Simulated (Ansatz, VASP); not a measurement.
# Two plane-wave programs on NbC (Niobocarbide)

File INCAR:

```
PREC = Accurate
ENCUT = 520
EDIFF = 1E-7
ISMEAR = -1
SIGMA = 0.05
LREAL = F
LASPH = T
NELM = 80
ALGO = Normal
ISIF = 2
LWAVE = F
LCHARG = F
GGA = PE
NBANDS = 16
```

File KPOINTS:

```
regular mesh
0
Gamma
  10 10 10
```

The input POSCAR:

```
NbC
1.0
    0.0000000000      2.2043496763      2.2043496763
    2.2043496763      0.0000000000      2.2043496763
    2.2043496763      2.2043496763      0.0000000000
Nb C
1 1
Direct
    0.0000000000      0.0000000000      0.0000000000
    0.5000000000      0.5000000000      0.5000000000
```

Contents of input.yaml:

```yaml
crystal:
  lattice:
    - [0.0, 2.2043496763, 2.2043496763]
    - [2.2043496763, 0.0, 2.2043496763]
    - [2.2043496763, 2.2043496763, 0.0]
  atoms:
    - { symbol: Nb, position: [0.0, 0.0, 0.0] }
    - { symbol: C, position: [0.5, 0.5, 0.5] }
hamiltonian:
  xc: pbe
  pseudopotentials: { kind: paw }
kpoints:
  mp_grid: { grid: [10, 10, 10] }
scf:
  occupations: { method: fermi_dirac, width: 0.05 }
output:
  forces: true
  stress: true
  eigenvalues: true
```

Change from the starting cell: volume scaled by 0.96.

Alike in both runs: task single point; functional PBE; k mesh 10 × 10 × 10; occupations fermi-dirac, width 0.05 eV; no spin polarisation.

```csv
,VASP,Ansatz
version,VASP 6.6.1,Ansatz 0.2.0
potentials or method,"VASP PAW PBE potentials, release 64 (Nb_sv, C)",Ansatz PAW
plane-wave cutoff (eV),520,420
valence electrons in the cell,17,17
```

Ansatz gave:

| Quantity | Value |
| --- | --- |
| gap on the k mesh at the Fermi level (eV) | none |
| pressure (GPa) | 17.1 |

Which values does VASP return?

gap on the k mesh at the Fermi level (eV): none; pressure (GPa): 16.6.

A gap of «none» marks a metal or a gap that the smearing closes.
